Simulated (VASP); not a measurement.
W: relaxation of the atoms with PBE

The system is W, a slab with vacuum.

```xyz
12
Lattice="4.5029 0.0000 0.0000 -2.2514 3.8996 0.0000 0.0000 0.0000 25.1106" Properties=species:S:1:pos:R:3 pbc="T T T"
W     0.0000    2.5997    7.5000
W     0.0000    0.0000    8.4191
W     2.2514    1.2999    9.3383
W     0.0000    2.5997   10.2574
W     0.0000    0.0000   11.1766
W     2.2514    1.2999   12.0957
W     0.0000    2.5997   13.0148
W     0.0000    0.0000   13.9340
W     2.2514    1.2999   14.8531
W     0.0000    2.5997   15.7723
W     0.0000    0.0000   16.6914
W     2.2514    1.2999   17.6106
```

The cell was built by a generator and needn't be a form met in nature.

```json
{
  "Program": "VASP 6.6.1",
  "Task": "relaxation of the atoms",
  "Functional": "PBE",
  "Potentials or basis": "VASP PAW PBE potentials, release 64 (W_sv)",
  "Cutoff": "520 eV",
  "k mesh": "10 × 10 × 1",
  "Occupations": "methfessel-paxton, width 0.2 eV",
  "Spin": "no spin polarisation",
  "Further INCAR settings": "ALGO = Normal; EDIFF = 1e-06; IBRION = 2; EDIFFG = -0.02; NSW = 60"
}
```

| Property | Result |
| --- | --- |
| Energy gained by relaxing | 88.4 meV/atom |
| Ionic steps | 14 |
| Largest force after relaxing | 0.016 eV/Å |
| Band gap on the k mesh | none (metal or under the smearing width) |

Forces on the atoms (eV/Å):
```
W    0.000  0.000  0.003
W    0.000  0.000 -0.001
W    0.000  0.000  0.012
W    0.000  0.000 -0.016
W    0.000  0.000  0.010
W    0.000  0.000 -0.005
W    0.000  0.000  0.005
W    0.000  0.000 -0.010
W    0.000  0.000  0.016
W    0.000  0.000 -0.012
W    0.000  0.000  0.001
W    0.000  0.000 -0.003
```

Step by step:
```tsv
step	energy change (eV)	largest force (eV/Å)	pressure (GPa)
1	0.0000	2.6388	-4.63
2	-0.7340	1.1818	-3.21
3	-0.8520	1.2272	-2.00
4	-0.8536	1.0653	-2.16
5	-1.0180	0.5120	-1.68
6	-1.0257	0.4918	-1.52
7	-1.0511	0.1393	-1.59
8	-1.0511	0.1364	-1.59
9	-1.0553	0.1093	-1.39
10	-1.0566	0.1364	-1.22
11	-1.0596	0.0600	-1.10
12	-1.0604	0.0490	-1.02
13	-1.0604	0.0550	-1.01
14	-1.0611	0.0165	-0.93
```

Final structure:
```xyz
12
Lattice="4.5029 0.0000 0.0000 -2.2514 3.8996 0.0000 0.0000 0.0000 25.1106" Properties=species:S:1:pos:R:3 pbc="T T T"
W     0.0000    2.5997    7.7685
W     0.0000    0.0000    8.4968
W     2.2514    1.2999    9.1916
W     0.0000    2.5997   10.2758
W     0.0000    0.0000   11.1393
W     2.2514    1.2999   12.0796
W     0.0000    2.5997   13.0309
W     0.0000    0.0000   13.9712
W     2.2514    1.2999   14.8347
W     0.0000    2.5997   15.9189
W     0.0000    0.0000   16.6138
W     2.2514    1.2999   17.3421
```

Levels at points of the mesh, in eV from the Fermi level:
| k point | band 80 | band 81 | band 82 | band 83 | band 84 | band 85 | band 86 | band 87 | band 88 | band 89 |
| --- | --- | --- | --- | --- | --- | --- | --- | --- | --- | --- |
| (0.00, 0.00, 0.00) | -0.98 | -0.98 | -0.91 | -0.91 | -0.71 | 0.32 | 1.55 | 1.64 | 1.68 | 1.68 |
| (0.50, 0.00, 0.00) | -0.99 | -0.97 | -0.39 | -0.34 | -0.01 | 0.24 | 0.41 | 0.71 | 0.86 | 1.20 |

Run time: 20 min on 8 MPI ranks on Intel(R) Xeon(R) 6975P-C (Granite Rapids) (shared host), peak memory 0.87 GiB a rank.

Spin-orbit coupling is left out, which matters for the levels of W.
